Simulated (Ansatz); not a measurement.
# CdTe: a sweep of LAPW's basis error target

One table from this session's results is given with a row withheld; the runs are named, their logs left out.

The COD entry's cell or inner coordinates are ideal or old and differ from later refinements, so a difference from it is no clean test against experiment.

Program: Ansatz 0.2.0. Level of theory: DFT, PBE, all-electron LAPW, scalar-relativistic. These are calculated values, not measurements.

### Starting point

It takes space group F-43m (No. 216, cubic). The conventional cell has a = 6.410 Å, b = 6.410 Å, c = 6.410 Å, α = 90.00°, β = 90.00°, γ = 90.00°. Cd (site symmetry -43m) has 4 Te at 2.78 Å as nearest neighbours. Around Te (site symmetry -43m) lie 4 Cd at 2.78 Å.

As a file:

```cif
data_structure
_symmetry_space_group_name_H-M 'F-43m'
_symmetry_Int_Tables_number 216
_cell_length_a 6.4100
_cell_length_b 6.4100
_cell_length_c 6.4100
_cell_angle_alpha 90.000
_cell_angle_beta 90.000
_cell_angle_gamma 90.000
_cell_volume 263.37
loop_
_atom_site_label
_atom_site_type_symbol
_atom_site_symmetry_multiplicity
_atom_site_Wyckoff_symbol
_atom_site_fract_x
_atom_site_fract_y
_atom_site_fract_z
_atom_site_occupancy
Cd1 Cd 4 a 0.00000 0.00000 0.00000 1
Te1 Te 4 c 0.25000 0.25000 0.25000 1
```

The file gives the conventional cell by its symmetry; the runs use the cell typed in the input.

The cell comes from a crystallographic database entry that wasn't checked; take it as a given geometry, which may be far from equilibrium.

Atoms are numbered in the order of the input: Cd1, Te2.

The first run:

Contents of input.yaml:

```yaml
crystal:
  lattice:
    - [0.0, 3.205, 3.205]
    - [3.205, 0.0, 3.205]
    - [3.205, 3.205, 0.0]
  atoms:
    - { symbol: Cd, position: [0.0, 0.0, 0.0] }
    - { symbol: Te, position: [0.75, 0.75, 0.75] }
kpoints:
  mp_grid: { grid: [9, 9, 9] }
scf:
  occupations: { method: fermi_dirac, width: 0.08 }
hamiltonian:
  xc: pbe
  pseudopotentials: { kind: all_electron, lapw: { basis_error: 0.03 } }
output:
  forces: true
  stress: true
  eigenvalues: true
```

The run is started by

```console
$ ansatz run input.yaml --threads 1 --pin off --max-ram 2048MiB --backend cpu --events-out ev --progress --plain --runs-dir out
```

Among the steps run: With basis error target 0.03 eV/atom; With basis error target 0.01 eV/atom; With basis error target 0.003 eV/atom; With basis error target 0.0001 eV/atom.

One of the session's tables, all rows but one given; the rest of the session is left out.

| basis error target (eV/atom) | pressure (GPa) |
| --- | --- |
| 0.03 | 4.34 |
| 0.01 | 4.28 |
| 0.003 | ? |
| 0.0001 | 4.25 |

Estimate the missing values for basis error target (eV/atom) = 0.003.

Worked estimate for «pressure (GPa)». A straight line through the neighbours (0.01, 4.28) and (0.0001, 4.25) gives 4.28 + (4.25 − 4.28) × (0.003 − 0.01) / (0.0001 − 0.01) = 4.26; a parabola fitted to 3 rows on both sides gives 4.26.

**Answer.** pressure (GPa): 4.26. In «pressure (GPa)» the line misses by 0.00 and the parabola by 0.00.

Energies are those extrapolated to zero smearing.

Limits of these values: Spin-orbit coupling is left out, though the cell holds Te; in elements this heavy it can shift bands and gaps by tenths of an eV.
